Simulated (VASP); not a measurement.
Wanted: the native input for a VASP 6.6.1 run.

| Property | Result |
| --- | --- |
| Task | single point |
| Functional | PBE |
| Potentials or basis | VASP PAW PBE potentials, release 64 (K_sv, Zn, F) |
| Cutoff | 520 eV |
| k mesh | 6 × 6 × 6 |
| Occupations | gaussian, width 0.02 eV |
| Spin | no spin polarisation |
| Dipole correction | no |
| Further INCAR settings | ALGO = Normal; EDIFF = 1e-07; NBANDS = 29 |

The structure of KZnF3 lies in POSCAR:

```
KZnF3
1.0
    4.1275598768      0.0000000000      0.0000000000
    0.0000000000      4.1275598768      0.0000000000
    0.0000000000      0.0000000000      4.1275598768
K Zn F
1 1 3
Direct
    0.0000000000      0.0000000000      0.0000000000
    0.5000000000      0.5000000000      0.5000000000
    0.5000000000      0.5000000000      0.0000000000
    0.0000000000      0.5000000000      0.5000000000
    0.5000000000      0.0000000000      0.5000000000
```

One way to write it, as run:

INCAR

```
ALGO = Normal ; EDIFF = 1E-7
ENCUT = 520 ; GGA = PE
ISIF = 2 ; ISMEAR = 0
LASPH = True ; LCHARG = True
LELF = True ; LREAL = False
LVHAR = True ; LWAVE = False
NBANDS = 29 ; NELM = 100
PREC = Accurate ; SIGMA = 0.02
```

KPOINTS

```
k-points
0
Gamma
  6 6 6
```

Potentials or basis: VASP PAW PBE potentials, release 64 (K_sv, Zn, F).

Command:

```bash
$ cat potpaw_PBE.64/K_sv/POTCAR potpaw_PBE.64/Zn/POTCAR potpaw_PBE.64/F/POTCAR > POTCAR
$ mpirun -np 1 vasp_std > vasp.out
```

It gave:

```yaml
Pressure: 0.2 GPa
Band_gap_on_the_k_mesh: 3.65 eV, indirect (least direct gap 5.19 eV)
```

It took 35 s on 1 thread of Intel(R) Xeon(R) Platinum 8375C CPU @ 2.90GHz (Ice Lake), with other jobs on the host, peak memory 0.2 GiB.
